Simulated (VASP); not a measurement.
## PbSe: single point with LDA

**The experiment to reproduce.**

From a printed reference work, monograph, for a bulk crystal of PbSe at 300 K: band gap 0.28 eV (direct).

PbSe:

```xyz
2
Lattice="0.0000 3.0204 3.0204 3.0204 0.0000 3.0204 3.0204 3.0204 0.0000" Properties=species:S:1:pos:R:3 pbc="T T T"
Pb    0.0000    0.0000    0.0000
Se    3.0204    3.0204    3.0204
```

```json
{
 "Program": "VASP 6.6.1",
 "Task": "single point",
 "Functional": "LDA",
 "Potentials or basis": "VASP PAW LDA potentials, release 64 (Pb_d, Se)",
 "Cutoff": "520 eV",
 "k mesh": "10 × 10 × 10",
 "Occupations": "fermi-dirac, width 0.1 eV",
 "Spin": "no spin polarisation"
}
```

```json
{
  "Pressure": "0.1 GPa",
  "Band gap on the k mesh": "0.03 eV"
}
```

Levels at points of the mesh, in eV from the valence-band top:
| k point | band 7 | band 8 | band 9 | band 10 | band 11 | band 12 | band 13 | band 14 |
| --- | --- | --- | --- | --- | --- | --- | --- | --- |
| (0.00, 0.00, 0.00) | -6.36 | -2.09 | -2.09 | -2.09 | 4.65 | 4.65 | 4.65 | 6.35 |
| (0.50, 0.00, 0.00) | -9.13 | -1.64 | -1.64 | 0.00 | 0.03 | 1.48 | 1.48 | 8.43 |
| (0.50, 0.50, 0.00) | -7.56 | -5.40 | -3.54 | -3.54 | 3.41 | 5.62 | 5.62 | 6.08 |

It took 14 s on 1 thread of Intel(R) Xeon(R) Platinum 8488C (Sapphire Rapids), on a shared host, peak memory 0.18 GiB.

Measured gap of PbSe: 0.28 eV (direct; 300 K; a printed reference work, monograph). This calculation gives 0.03 eV (-0.25 eV). 2 values of this kind are on record (0.15 to 0.28 eV); this one was drawn at random. Spin-orbit coupling on Pb, Se is left out. The value is that of LDA on a finite k mesh, which can miss the band edges, without temperature or zero-point motion. Semilocal functionals fall short of measured gaps as a rule.

Caveat: the smearing spreads over this small gap; spin-orbit coupling is left out, which moves the levels of the heavy elements.
